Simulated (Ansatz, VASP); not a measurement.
# ZnS in two plane-wave programs

Wanted: the spread between two codes on one cell, functional and k mesh. The cell is taken from a series of VASP runs on this material, whose earlier steps may have relaxed, scaled or displaced it; both programs get it as it stands. Other levels of theory on this material are compared in a session of their own.

Main program and level: Ansatz 0.2.0; plane waves, with VASP 6.6.1 beside it; single point at PBEsol, spin-orbit coupling.

## 1. The starting structure

Symmetry: F-43m, No. 216, cubic system. Conventional cell: a = 5.404 Å, b = 5.404 Å, c = 5.404 Å, α = 90.00°, β = 90.00°, γ = 90.00°. Zn has 4 S at 2.34 Å nearest. Nearest to S lie 4 Zn at 2.34 Å. Farther neighbours and most contacts between anions are not listed.

## 2. VASP: single point, PBEsol, spin-orbit coupling

A single point gives forces, pressure and levels at one fixed geometry, so differences don't come from the geometry; what else differs is listed under the comparison.

Lines of VASP's logs that name or quote its potential files are left out, and so is its time.

INCAR

```
SYSTEM = ZnS
PREC = Accurate
ENCUT = 400
EDIFF = 1E-08
NELM = 100
ISMEAR = 0
SIGMA = 0.02
LREAL = .FALSE.
ALGO = Normal
GGA = PS
LNONCOLLINEAR = .TRUE.
MAGMOM = 0 0 0 0 0 0
NBANDS = 30
GGA_COMPAT = .FALSE.
LASPH = .TRUE.
LSORBIT = .TRUE.
LORBIT = 11
LWAVE = .FALSE.
LCHARG = .FALSE.
KPAR = 4
```

POSCAR

```
ZnS
1.0
    0.0000000000      2.7020000000      2.7020000000
    2.7020000000      0.0000000000      2.7020000000
    2.7020000000      2.7020000000      0.0000000000
Zn S
1 1
Direct
    0.7500000000      0.7500000000      0.7500000000
    0.0000000000      0.0000000000      0.0000000000
```

KPOINTS

```
Automatic mesh
0
Gamma
10 10 10
0 0 0
```

KPOINTS_OPT

```
points round the band edges
26
Reciprocal
  0.0000000000   0.0000000000   0.0000000000 1
  0.0000000000   0.0000000000   0.0000000000 1
 -0.0000000000  -0.0034402932  -0.0034402932 1
  0.0000000000   0.0034402932   0.0034402932 1
 -0.0034402932   0.0000000000  -0.0034402932 1
  0.0034402932   0.0000000000   0.0034402932 1
 -0.0034402932  -0.0034402932   0.0000000000 1
  0.0034402932   0.0034402932   0.0000000000 1
 -0.0000000000  -0.0129010997  -0.0129010997 1
  0.0000000000   0.0129010997   0.0129010997 1
 -0.0129010997   0.0000000000  -0.0129010997 1
  0.0129010997   0.0000000000   0.0129010997 1
 -0.0129010997  -0.0129010997   0.0000000000 1
  0.0129010997   0.0129010997   0.0000000000 1
 -0.0000000000  -0.0034402932  -0.0034402932 1
  0.0000000000   0.0034402932   0.0034402932 1
 -0.0034402932   0.0000000000  -0.0034402932 1
  0.0034402932   0.0000000000   0.0034402932 1
 -0.0034402932  -0.0034402932   0.0000000000 1
  0.0034402932   0.0034402932   0.0000000000 1
 -0.0000000000  -0.0129010997  -0.0129010997 1
  0.0000000000   0.0129010997   0.0129010997 1
 -0.0129010997   0.0000000000  -0.0129010997 1
  0.0129010997   0.0000000000   0.0129010997 1
 -0.0129010997  -0.0129010997   0.0000000000 1
  0.0129010997   0.0129010997   0.0000000000 1
```

Potentials, in the order of the species: Zn and S (PBE family, release 64).

The run is started by

```
$ mpirun -np 4 vasp_ncl
```

Numbers of over 12 decimals in the logs are rounded to 6 here.

Log:

```text
[banner, memory and clock lines left out]
running    4 mpi-ranks, on    1 nodes
 distrk:  each k-point on    1 cores,    4 groups
 distr:  one band on    1 cores,    1 groups

 POSCAR found type information on POSCAR ZnS
 POSCAR found :  2 types and       2 ions
|                                                                             |
|               ----> ADVICE to this user running VASP <----                  |
|                                                                             |
|     You enforced a specific xc type in the INCAR file but a different       |
|     [... a line on the potential file left out ...]
|     I HOPE YOU KNOW WHAT YOU ARE DOING!                                     |
|                                                                             |

 LDA part: xc-table for (Slater+PW92), standard interpolation
 POSCAR, INCAR and KPOINTS ok, starting setup
 FFT: planning ... GRIDC
 FFT: planning ... GRID_SOFT
 FFT: planning ... GRID
 WAVECAR not read
 entering main loop
       N       E                     dE             d eps       ncg     rms          rms(c)
DAV:   1     0.110057210412E+03    0.11006E+03   -0.69727E+03  4380   0.120E+03
DAV:   2     0.354362529765E+01   -0.10651E+03   -0.99864E+02  4444   0.291E+02
DAV:   3    -0.772096648952E+01   -0.11265E+02   -0.11106E+02  5146   0.935E+01
DAV:   4    -0.798820749099E+01   -0.26724E+00   -0.26680E+00  5074   0.148E+01
DAV:   5    -0.799155673177E+01   -0.33492E-02   -0.33490E-02  5244   0.163E+00    0.667E+00
DAV:   6    -0.759992304770E+01    0.39163E+00   -0.69452E-01  6506   0.345E+01    0.512E+00
DAV:   7    -0.759045725549E+01    0.94658E-02   -0.38980E-01  4986   0.539E+00    0.253E+00
DAV:   8    -0.758732283656E+01    0.31344E-02   -0.70474E-03  4850   0.777E-01    0.835E-01
DAV:   9    -0.758701979312E+01    0.30304E-03   -0.12473E-03  6172   0.613E-01    0.189E-01
DAV:  10    -0.758705606907E+01   -0.36276E-04   -0.14267E-04  4962   0.107E-01    0.932E-02
DAV:  11    -0.758710803249E+01   -0.51963E-04   -0.30112E-05  4818   0.360E-02    0.605E-02
DAV:  12    -0.758710849628E+01   -0.46378E-06   -0.36487E-06  5214   0.201E-02    0.506E-03
DAV:  13    -0.758710881994E+01   -0.32366E-06   -0.91097E-07  4854   0.899E-03    0.200E-03
DAV:  14    -0.758710880965E+01    0.10286E-07   -0.52817E-08  5108   0.359E-03    0.619E-04
DAV:  15    -0.758710880103E+01    0.86204E-08   -0.41944E-09  3762   0.900E-04
   1 F= -.75871088E+01 E0= -.75871088E+01  d E =-.151763E-27  mag=    -0.0000    -0.0000     0.0000
 Start KPOINTS_OPT (optional k-point list driver)
k-point batch [1-26\26]
       N       E                     dE             ncg
DAV:   1     0.203256229373E+04    0.17436E+04     1560
DAV:   2    -0.781079599497E+03   -0.28136E+04     1608
DAV:   3    -0.110290091687E+04   -0.32182E+03     1846
DAV:   4    -0.111108193568E+04   -0.81810E+01     1662
DAV:   5    -0.111117415261E+04   -0.92217E-01     1954
DAV:   6    -0.111117586541E+04   -0.17128E-02     1844
DAV:   7    -0.111117591208E+04   -0.46669E-04     2000
DAV:   8    -0.111117591346E+04   -0.13789E-05     1814
DAV:   9    -0.111117591350E+04   -0.46950E-07     1650
DAV:  10    -0.111117591350E+04   -0.14290E-08     1188
```

Parts of OUTCAR (step 2):

```text
ion  position               nearest neighbor table
   1  0.750  0.750  0.750-   2 2.34   2 2.34   2 2.34   2 2.34
   2  0.000  0.000  0.000-   1 2.34   1 2.34   1 2.34   1 2.34

  LATTYP: Found a face centered cubic cell.
 ALAT       =     5.4040000000

 Subroutine GETGRP returns: Found 24 space group operations
 (whereof 24 operations were pure point group operations)

The static configuration has the point symmetry T_d .

 Found     73 irreducible k-points:

   k-points           NKPTS =     73   k-points in BZ     NKDIM =     73   number of bands    NBANDS=     30

   dimension x,y,z NGX =    28 NGY =   28 NGZ =   28
   dimension x,y,z NGXF=    56 NGYF=   56 NGZF=   56

   ENCUT  =  400.0 eV  29.40 Ry    5.42 a.u.   6.23  6.23  6.23*2*pi/ulx,y,z

   NELECT =      18.0000    total number of electrons

 k-points in reciprocal lattice and weights: Automatic mesh
   0.00000000  0.00000000  0.00000000       0.001
   0.10000000  0.00000000  0.00000000       0.004
  -0.10000000  0.00000000  0.00000000       0.004
   0.20000000  0.00000000  0.00000000       0.004
  -0.20000000  0.00000000  0.00000000       0.004
   0.30000000  0.00000000  0.00000000       0.004
  -0.30000000  0.00000000  0.00000000       0.004
   0.40000000  0.00000000  0.00000000       0.004
  -0.40000000  0.00000000  0.00000000       0.004
[...]
-0.30000000  0.40000000  0.20000000       0.024
  -0.30000000  0.50000000  0.20000000       0.012

 average (electrostatic) potential at core
       1 -36.0798       2 -88.6914

 E-fermi :   2.1800

 k-point     1 :       0.0000    0.0000    0.0000
  band No.  band energies     occupation
    ...
     14       1.9745      1.00000
     15       2.0339      1.00000
     16       2.0339      1.00000
     17       2.0339      1.00000
     18       2.0339      1.00000
     19       3.9901      0.00000
     20       3.9901      0.00000
     21       8.2178      0.00000
     22       8.2178      0.00000
     23       8.3706      0.00000
    ...

 k-point     2 :       0.1000    0.0000    0.0000
  band No.  band energies     occupation
    ...
     14       1.1982      1.00000
     15       1.8959      1.00000
     16       1.8959      1.00000
     17       1.9296      1.00000
     18       1.9402      1.00000
     19       4.6217      0.00000
     20       4.6217      0.00000
     21       8.2048      0.00000
     22       8.2048      0.00000
     23       8.4577      0.00000
    ...

 k-point     3 :      -0.1000    0.0000    0.0000
  band No.  band energies     occupation
    ...
     14       1.1982      1.00000
     15       1.8959      1.00000
     16       1.8959      1.00000
     17       1.9296      1.00000
     18       1.9402      1.00000
     19       4.6217      0.00000
     20       4.6217      0.00000
     21       8.2048      0.00000
     22       8.2048      0.00000
     23       8.4577      0.00000
    ...

  Total       -0.5051934     -0.5051934     -0.5051934      0.0000000      0.0000000      0.0000000
  in kB      -20.5155062    -20.5155062    -20.5155062      0.0000000      0.0000000      0.0000000
  external PRESSURE =     -20.5155062 kB  Pullay stress =       0.0000000 kB

  energy-cutoff  :      400.00
  volume of cell :       39.45
      direct lattice vectors                 reciprocal lattice vectors
     0.000000000  2.702000000  2.702000000    -0.185048113  0.185048113  0.185048113
     2.702000000  0.000000000  2.702000000     0.185048113 -0.185048113  0.185048113
     2.702000000  2.702000000  0.000000000     0.185048113  0.185048113 -0.185048113

 POSITION                                       TOTAL-FORCE (eV/Angst)
 -----------------------------------------------------------------------------------
      4.05300      4.05300      4.05300         0.000000     -0.000000      0.000000
      0.00000      0.00000      0.00000        -0.000000      0.000000     -0.000000
 -----------------------------------------------------------------------------------
    total drift:                                0.000001      0.000001      0.000001

  FREE ENERGIE OF THE ION-ELECTRON SYSTEM (eV)
  ---------------------------------------------------
  free  energy   TOTEN  =        -7.5871088010 eV

  energy  without entropy=       -7.5871088010  energy(sigma->0) =       -7.58710880

 Spin-Orbit-Coupling matrix elements
 Ion:    1  E_soc:     -0.0084360
 Ion:    2  E_soc:     -0.0017884

 total charge
# of ion       s       p       d       tot
------------------------------------------
    1        0.526   0.482   9.797  10.805
    2        1.310   2.408   0.000   3.717
--------------------------------------------------
tot          1.835   2.890   9.797  14.522

 magnetization (x)
# of ion       s       p       d       tot
------------------------------------------
    1        0.000  -0.000  -0.000  -0.000
    2        0.000   0.000   0.000   0.000
--------------------------------------------------
tot          0.000  -0.000  -0.000  -0.000

 magnetization (y)
# of ion       s       p       d       tot
------------------------------------------
    1        0.000  -0.000   0.000  -0.000
    2        0.000   0.000   0.000   0.000
--------------------------------------------------
tot          0.000  -0.000   0.000  -0.000

 magnetization (z)
# of ion       s       p       d       tot
------------------------------------------
    1       -0.000  -0.000  -0.000  -0.000
    2        0.000   0.000   0.000   0.000
--------------------------------------------------
tot          0.000   0.000  -0.000   0.000

[... 3 further parts left out ...]
```

The run ends at a pressure of -2.05 GPa.

## 3. Ansatz: single point, PBEsol, spin-orbit coupling

Ansatz runs on its fully relativistic PAW (standard-fr) files.

The same cell, functional, mesh and smearing now go to Ansatz, which takes its cutoff from its data sets.

input.yaml

```yaml
crystal:
  lattice:
    - [0.0, 2.702, 2.702]
    - [2.702, 0.0, 2.702]
    - [2.702, 2.702, 0.0]
  atoms:
    - { symbol: Zn, position: [0.75, 0.75, 0.75] }
    - { symbol: S, position: [0.0, 0.0, 0.0] }
hamiltonian:
  xc: pbesol
  pseudopotentials: { kind: paw_fr }
magnetization:
  noncollinear: true
  spin_orbit: true
kpoints:
  mp_grid: { grid: [10, 10, 10] }
scf:
  occupations: { method: gaussian, width: 0.02 }
  n_extra_bands: 8
output:
  forces: true
  stress: true
  eigenvalues: true
```

The run is started by

```
$ ansatz run input.yaml --threads 2 --pin off --max-ram 4608MiB --backend cpu --events-out ev --progress --plain --runs-dir out
```

Log:

```text
scf.n_extra_bands = 8 over 18 filled bands (N_el = 18.0): the run solves 26 bands
Engine: ansatz 0.2.0, aarch64-unknown-linux-gnu
Pseudopotentials: kind: paw_fr
Pseudopotential: Zn, paw_fr, valence charge 12, recommended cutoff 420 eV (normal), Zn.paw.azcp#standard-fr
Pseudopotential: S, paw_fr, valence charge 6, recommended cutoff 420 eV (normal), S.paw.azcp#standard-fr
Functional definition: PBEsol
  exchange = pbesol_x
  correlation = pbesol_c
non-collinear run that drives no moment, with spin-orbit: no starting moment large enough to seed its density (crystal.atoms[].spin), no starting occupations that ask for one, no magnetisation constraint and no magnetic field, so the semilocal B_xc is pinned to zero
Crystal: 2 atoms, lattice volume = 39.454 Å³
Basis set: ecut = 420 eV, 749 PW (Γ), exchange–correlation on 54×54×54 points (8 copies of the dense FFT grid, shifted against one another)
Bands: 26, of which v1, the nominal top of the filled ones, is band 18 counted from 1 (17 counted from 0)
Symmetry: 24 space group operations + 24 with time reversal
Magnetic group: BNS 216.75 (UNI 1577), of the structure as read, at distance tolerance 3.4e-5 Å
k-points: 47 of 1000 (time reversal used)
Projection manifold: j_resolved (fully-relativistic pseudo-atomic orbitals)
Non-local potential: Zn, projectors of the file, l = 0: 2, l = 1: 4, l = 2: 6, l = 3: 2
Non-local potential: S, projectors of the file, l = 0: 2, l = 1: 4, l = 2: 4
PAW form: soft (Blöchl's): semilocal exchange-correlation on the pseudo side does not see the compensation charge
PAW frozen core: Zn, regenerated for the run's functional, and the local potential with it (the file was generated under x = pbe(κ = 0.804, μ = 0.219515), c = pbe(β = 0.066725))
PAW frozen core: S, regenerated for the run's functional, and the local potential with it (the file was generated under x = pbe(κ = 0.804, μ = 0.219515), c = pbe(β = 0.066725))
PAW one-centre angular grid: Zn, 590 points (default); XC on 64 Gauss nodes
PAW one-centre angular grid: S, 110 points (default); XC on 64 Gauss nodes
Initial density: superposition of atomic densities (chi_scale 0.1, normalization cell, long waves kept (reshape's long-wave potential 0.00 eV rms))
Initial wavefunctions: pseudopotential atomic-orbital guess
Functional: x = pbesol(κ = 0.804, μ = 0.123457), c = pbesol(β = 0.046)
SCF iter   1: F=—  HF=-4167.586504 eV  |F-HF|=—  |Δ(HF+E_count)|=         —  Δρ=3.67e-2  dr2=3.05e-1  dr2_m=0.00e0 (ungated)  ethr=3.10e-3  |M|=0.00e0 ∫|m|=0.00e0 μB  |m|>n=0.0e0 m-floor=0.0e0 τ_xc=0.0e0  β_m=0.30  ⟨swp⟩=7.9  Hψ=7276  notcnv=0
preconditioner: auto → none  [insulator: Δε(μ)=2.166 eV  Ē_g=12.469 eV  σ=0.020 eV  W_gap=1.00  n_scr=14 (ndim 8)  ℏωp=25.1 eV  f_vac=0.000  D(μ)=0.00/eV (n_scr^D=0)  ε∞_Penn≈5.0]
SCF iter   2: F=—  HF=-4167.523517 eV  |F-HF|=—  |Δ(HF+E_count)|=   6.30e-2  Δρ=1.98e-2  dr2=8.69e-2  dr2_m=0.00e0 (ungated)  ethr=1.69e-3  |M|=0.00e0 ∫|m|=0.00e0 μB  |m|>n=0.0e0 m-floor=0.0e0 τ_xc=0.0e0  β_m=0.44  ⟨swp⟩=2.4  Hψ=2022  notcnv=0  defer=131
SCF iter   3: F=—  HF=-4167.505721 eV  |F-HF|=—  |Δ(HF+E_count)|=   1.78e-2  Δρ=8.35e-3  dr2=1.30e-2  dr2_m=0.00e0 (ungated)  ethr=4.83e-4  |M|=0.00e0 ∫|m|=0.00e0 μB  |m|>n=0.0e0 m-floor=0.0e0 τ_xc=0.0e0  β_m=0.46  ⟨swp⟩=3.0  Hψ=2034  notcnv=0  defer=166
SCF iter   4: F=—  HF=-4167.503437 eV  |F-HF|=—  |Δ(HF+E_count)|=   2.28e-3  Δρ=1.72e-3  dr2=8.27e-4  dr2_m=0.00e0 (ungated)  ethr=7.25e-5  |M|=0.00e0 ∫|m|=0.00e0 μB  |m|>n=0.0e0 m-floor=0.0e0 τ_xc=0.0e0  β_m=0.48  ⟨swp⟩=2.0  Hψ=2014  notcnv=0  defer=166
SCF iter   5: F=—  HF=-4167.503451 eV  |F-HF|=—  |Δ(HF+E_count)|=   1.42e-5  Δρ=4.60e-4  dr2=4.87e-5  dr2_m=0.00e0 (ungated)  ethr=4.59e-6  |M|=0.00e0 ∫|m|=0.00e0 μB  |m|>n=0.0e0 m-floor=0.0e0 τ_xc=0.0e0  β_m=0.65  ⟨swp⟩=2.6  Hψ=2503  notcnv=0  defer=166
SCF iter   6: F=—  HF=-4167.503475 eV  |F-HF|=—  |Δ(HF+E_count)|=   2.36e-5  Δρ=5.96e-5  dr2=6.63e-7  dr2_m=0.00e0 (ungated)  ethr=2.71e-7  |M|=0.00e0 ∫|m|=0.00e0 μB  |m|>n=0.0e0 m-floor=0.0e0 τ_xc=0.0e0  β_m=0.78  ⟨swp⟩=2.5  Hψ=1688  notcnv=0  defer=166
SCF iter   7: F=-4167.503475 eV  HF=-4167.503475 eV  |F-HF|=1.64e-11  |Δ(HF+E_count)|=   1.78e-7  Δρ=3.54e-6  dr2=2.89e-9  dr2_m=0.00e0 (ungated)  ethr=5.56e-10  |M|=0.00e0 ∫|m|=0.00e0 μB  |m|>n=0.0e0 m-floor=0.0e0 τ_xc=0.0e0  ⟨swp⟩=8.5  Hψ=5907  notcnv=0
SCF 1 converged in 7 iterations: F = -4167.503475 eV  dr2 = 2.89e-9
  greatest PAW one-centre occupation: 0.983 electrons in one spin orbital (limit 2), on the Zn atom at site 0 (counted from 0), in its partial waves of l = 2
SCF converged after 7 iterations
Magnetization: |M| = 0.0000 μB,  M = (+0.0000, +0.0000, +0.0000) μB
Absolute magnetization: 0.0000 μB (∫|m|)
  site 0: m = (+0.0000, +0.0000, +0.0000) μB, |m| = 0.0000 μB  (R = 0.97 Å)
  site 1: m = (+0.0000, +0.0000, +0.0000) μB, |m| = 0.0000 μB  (R = 0.97 Å)
Free energy (F): -4167.503475 eV
Harris-Foulkes:  -4167.503475 eV  (|F-HF|=1.64e-11)
Internal energy: -4167.503475 eV  (E = F + TS)
E sigma→0 (E₀):  -4167.503475 eV
Fermi energy:    6.682854 eV
--- Per-component energies (eV) ---
  E_band       = 2.683048
  E_kinetic    = 237.933330
  E_local      = -2041.607792  (includes V_loc(G=0)·N_el)
  E_nonlocal   = 644.128926
  E_hartree    = 851.788834
  E_xc         = -231.714448
  E_vxc        = -139.794481  (∫ρ·V_xc dr)
  E_paw        = -2375.514702  (= ΣΔE_a)
  E_vpaw       = -401.552823  (= ΣTr[D̂ρ^β])
  E_aug_tail   = -0.000360  (compensation charges beyond the density's cutoff)
  E_ewald      = -1253.379294
  E_core_change = 0.862030  (= ΣΔE_core)
  E_smearing   = -0.000000  (= −TS)
  E_closure    = -0.000000  (closes the sum)
  Σ components = -4167.503475   (vs F -4167.503475, Δ=0.00e0)
--- Forces (eV/Å), atoms counted from 1 ---
  atom   1  Zn     0.00000000    -0.00000000    -0.00000000
  atom   2  S     -0.00000000     0.00000000     0.00000000
  max |Σ_I F_I| component: 9.25e-18 eV/Å
--- Stress (GPa, compression-positive) ---
       -1.984761      -0.000000      -0.000000
        0.000000      -1.984761       0.000000
       -0.000000       0.000000      -1.984761
  P = ⅓ Tr σ = -1.9848 GPa (-19.848 kbar)
--- Band table (eV; the first three rows and the last of 47) ---
  k-point 0: bands = [... 14 lower, 5.7068, 5.7068, 5.7068, 5.7068, 7.6588, 7.6588, 11.8582, 11.8582, ... 4 higher]
  k-point 1: bands = [... 14 lower, 5.5686, 5.5686, 5.6025, 5.6132, 8.2896, 8.2896, 11.8463, 11.8463, ... 4 higher]
  k-point 2: bands = [... 14 lower, 5.3289, 5.3289, 5.3595, 5.3767, 8.9443, 8.9444, 12.0787, 12.0787, ... 4 higher]
  k-point 46: bands = [... 14 lower, 2.9209, 2.9476, 2.9702, 2.9828, 10.8374, 10.8463, 11.3280, 11.3551, ... 4 higher]
```

The job ended after 6.3 s (2 threads of Arm Neoverse V2, shared host; peak memory 0.45 GiB).

The run ends at a pressure of -1.98 GPa.

## 4. Side by side

Known differences besides the potentials themselves: spin-orbit coupling enters by fully relativistic files in Ansatz and inside the spheres in VASP; the cutoff is 420 eV in Ansatz and 400 eV in VASP; Ansatz makes its cores anew for this functional, VASP keeps those of its PBE data sets. Total energies have different zeros and are not compared.

Both answers:

| quantity | Ansatz | VASP | difference |
| --- | --- | --- | --- |
| pressure (GPa) | -1.98 | -2.05 | +0.07 |
| pressure without Ansatz's Pulay correction (GPa) | -2.04 | -2.05 | +0.01 |
| gap on the k mesh (eV) | 1.952 | 1.956 | -0.004 |

A gap on the mesh is an upper bound, since the band edges may lie between its points. Ansatz's pressure holds a Pulay correction of 0.06 GPa; VASP's holds none.

## 5. Results

```yaml
difference_in_gap_on_the_k_mesh_single_point_pbesol_spin_orbit_coupling: -0.0042 eV
```

**Reading.** The difference in gap on the k mesh is -0.0042 eV (single point, PBEsol, spin-orbit coupling), within the 0.08 eV picked in this series as the mark of a large difference. 4 further runs of this series are not shown here. Such differences can come from data sets, numerical settings and the points named under the comparisons, not from the functional's error against experiment.

[Lines on the potential files, build, host, timing and source positions are cut from VASP's logs without a mark.]

[Logs are printed without paths, hosts, clocks, repeated set-up lines and the standing remarks that a program may print on its own settings, such as how far it seeks lower states.]

[Hosts, paths, dates, database ids (printed as entryN), source tags and the programs' standing remarks are cut or masked in the printed files.]
